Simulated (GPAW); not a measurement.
## BAs in GPAW: the effect of functional

BAs:

```xyz
2
Lattice="2.9344 0.0000 0.0000 0.0000 2.9344 0.0000 0.0000 0.0000 2.9344" Properties=species:S:1:pos:R:3 pbc="T T T"
B     1.4672    1.4672    1.4672
As    0.0000    0.0000    0.0000
```

The cell was built by a generator and needn't be a form met in nature.

Alike in all runs:

- Program: GPAW 26.7.0
- Task: relaxation of cell and atoms
- Cutoff: 800 eV
- Basis: pw
- k mesh: 9 × 9 × 9
- Occupations: fermi-dirac, width 0.05 eV
- Spin: no spin polarisation

Each run relaxes the cell or the atoms first.

Q: One run gave: relaxed volume 12.18 Å³/atom. Which functional did it use?
A. PBEsol
B. revPBE
C. RPBE
D. BLYP
E. r2SCAN

A: A.

| functional | potentials or basis | relaxed volume (Å³/atom) |
| --- | --- | --- |
| LDA | the program's PAW data sets (release 1.2.1) made for this functional | 12.00 |
| PBEsol | PAW data sets generated in the run's folder for this functional | 12.18 |
| RPBE | the program's PAW data sets (release 1.2.1) made for this functional | 12.90 |
| revPBE | the program's PAW data sets (release 1.2.1) made for this functional | 12.84 |
| BLYP | PAW data sets generated in the run's folder for this functional | 14.10 |
| r2SCAN | GPAW PAW data sets (gpaw-data 1.2.1) | 12.63 |

Caveats: later steps reuse the first step's grids; the relaxation stopped at its first step, so nothing moved (some runs); the PAW data sets were made with another functional, which shifts forces and pressure a little (some runs).

Runs at the PBE level aren't shown here.
